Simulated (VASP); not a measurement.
Input of a VASP 6.6.1 run:

INCAR

```
PREC = Accurate
ENCUT = 900
EDIFF = 1E-6
ISMEAR = 0
SIGMA = 0.02
LREAL = F
LASPH = T
NELM = 60
ALGO = Normal
ISIF = 2
LWAVE = F
LCHARG = T
GGA = PS
LELF = T
LVHAR = T
```

File KPOINTS:

```
Automatic mesh
0
Gamma
  6 6 6
```

POSCAR

```
BaZrO3
1.0
    4.1893600000      0.0000000000      0.0000000000
    0.0000000000      4.1893600000      0.0000000000
    0.0000000000      0.0000000000      4.1893600000
Ba Zr O
1 1 3
Direct
    0.0000000000      0.0000000000      0.0000000000
    0.5000000000      0.5000000000      0.5000000000
    0.5000000000      0.0000000000      0.5000000000
    0.5000000000      0.5000000000      0.0000000000
    0.0000000000      0.5000000000      0.5000000000
```

Potentials or basis: VASP PAW PBE potentials, release 64 (Ba_sv, Zr_sv, O_h).

Launch:

```sh
$ cat potpaw_PBE.64/Ba_sv/POTCAR potpaw_PBE.64/Zr_sv/POTCAR potpaw_PBE.64/O_h/POTCAR > POTCAR
$ mpirun -np 1 vasp_std > vasp.out
```

Question: Predict the band gap on the k mesh.

Answer: 3.11 eV, indirect (least direct gap 3.33 eV).

Question: Predict the pressure.

Answer: -0.2 GPa.

Caveat: the cutoff is under 1.25 times the usual one of these potentials, so pressure, stress and relaxed cells hold a basis-set (Pulay) error; the PAW data sets were made with another functional, which shifts forces and pressure a little; spin-orbit coupling is left out, which moves the levels of the heavy elements. PBEsol gaps usually lie below the measured ones, often by a third to a half.
